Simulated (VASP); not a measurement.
# BN: relaxed cell and band gap, by functional

BN, F-43m (no. 216), 2 atoms in the cell.

| Functional | Volume (Å³/atom) | Change from the starting volume (fraction) | Gap, path and mesh (eV) | Time (s) |
|---|---|---|---|---|
| LDA | 5.75 | -0.035 | 4.37 | 15 |
| LDA (PW92) | 5.74 | -0.037 | 4.38 | 15 |
| LDA (VWN5) | 5.74 | -0.037 | 4.38 | 15 |
| LDA (Hedin-Lundqvist) | 5.76 | -0.034 | 4.37 | 14 |
| LDA (Wigner) | 5.90 | -0.009 | 4.24 | 14 |
| Slater exchange only | 6.01 | 0.008 | 4.19 | 17 |
| PBE exchange only | 6.38 | 0.071 | 4.79 | 27 |
| PBE | 5.95 | -0.001 | 4.45 | 16 |
| PBEsol | 5.86 | -0.016 | 4.28 | 17 |

## Input of the first row

INCAR.step1:
```
ALGO = Normal ; EDIFF = 1E-7
EDIFFG = -0.005 ; ENCUT = 600
GGA = CA ; GGA_COMPAT = F
IBRION = 2 ; ISIF = 3
ISMEAR = 0 ; LASPH = T
LCHARG = F ; LREAL = F
LWAVE = F ; NELM = 150
NSW = 60 ; PREC = Accurate
SIGMA = 0.02
```

INCAR.step2, as INCAR.step1 but for:
```
- NSW = 60
+ NSW = 40
```

INCAR.step3, as INCAR.step2 but for:
```
- EDIFFG = -0.005
- IBRION = 2
- ISIF = 3
- NSW = 40
+ ISIF = 2
+ NBANDS = 11
```

KPOINTS:
```
k-points
0
Gamma
  10 10 10
```

KPOINTS_OPT:
```
path GXWKGLUWLK,UX
8
line-mode
reciprocal
 0.0000000000  0.0000000000  0.0000000000  G
 0.5000000000  0.0000000000  0.5000000000  X

 0.5000000000  0.0000000000  0.5000000000  X
 0.5000000000  0.2500000000  0.7500000000  W

 0.5000000000  0.2500000000  0.7500000000  W
 0.3750000000  0.3750000000  0.7500000000  K

 0.3750000000  0.3750000000  0.7500000000  K
 0.0000000000  0.0000000000  0.0000000000  G

 0.0000000000  0.0000000000  0.0000000000  G
 0.5000000000  0.5000000000  0.5000000000  L

 0.5000000000  0.5000000000  0.5000000000  L
 0.6250000000  0.2500000000  0.6250000000  U

 0.6250000000  0.2500000000  0.6250000000  U
 0.5000000000  0.2500000000  0.7500000000  W

 0.5000000000  0.2500000000  0.7500000000  W
 0.5000000000  0.5000000000  0.5000000000  L

 0.5000000000  0.5000000000  0.5000000000  L
 0.3750000000  0.3750000000  0.7500000000  K

 0.6250000000  0.2500000000  0.6250000000  U
 0.5000000000  0.0000000000  0.5000000000  X
```

POSCAR.step1:
```
BN
1.0
    0.0000000000      1.8130010000      1.8130010000
    1.8130010000      0.0000000000      1.8130010000
    1.8130010000      1.8130010000      0.0000000000
N B
1 1
Direct
    0.2500000000      0.2500000000      0.2500000000
    0.0000000000      0.0000000000      0.0000000000
```

Commands (each step's output is kept before the next begins):
```
cat potpaw_LDA.64/N/POTCAR potpaw_LDA.64/B/POTCAR > POTCAR
cp INCAR.step1 INCAR
cp POSCAR.step1 POSCAR
mpirun -np 1 vasp_std > vasp.out
cp CONTCAR POSCAR
rm WAVECAR CHG
cp INCAR.step2 INCAR
mpirun -np 1 vasp_std > vasp.out
cp CONTCAR POSCAR
rm WAVECAR CHG
cp INCAR.step3 INCAR
mpirun -np 1 vasp_std > vasp.out
```

Changes of the last row against the first:
```
(all steps)
- GGA = CA
+ GGA = PS
- cat potpaw_LDA.64/N/POTCAR potpaw_LDA.64/B/POTCAR > POTCAR
+ cat potpaw_PBE.64/N/POTCAR potpaw_PBE.64/B/POTCAR > POTCAR
```

VASP 6.6.1 took 15 s on 1 core (AMD EPYC 9R45 (Zen 5)), a shared host.
